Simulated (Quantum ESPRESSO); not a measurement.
# AgCl and the effect of spin-orbit coupling

Symmetry: Fm-3m, No. 225, cubic system. Conventional cell: a = 5.470 Å, b = 5.470 Å, c = 5.470 Å, α = 90.00°, β = 90.00°, γ = 90.00°. Ag (site symmetry m-3m) has 6 Cl at 2.73 Å as nearest neighbours. Around Cl (site symmetry m-3m) lie 6 Ag at 2.73 Å.

Kept alike: task band structure; functional PBE; k mesh 8 × 8 × 8; occupations fermi-dirac, width 0.05 eV. Program: Quantum ESPRESSO, potentials by row: PseudoDojo 0.4.1 SR PBE standard (off); PseudoDojo 0.4 FR PBE standard (on), cutoff 1116 eV. The mesh is that of the run's cell of 2 atoms.

```csv
spin-orbit coupling,band gap (eV)
off,0.906
on,0.865
```

Gaps are the smaller of the mesh's and the band path's.

Q: What does spin-orbit coupling change here?

A: The band gap runs from 0.865 (on) to 0.906 eV (off). Spin-orbit coupling splits p and d bands at the edges, and the more so the heavier the atoms. Measured: 3.249 eV (a printed reference work); nearest off, 2.343 eV off. Semilocal gaps fall short of quasiparticle gaps.
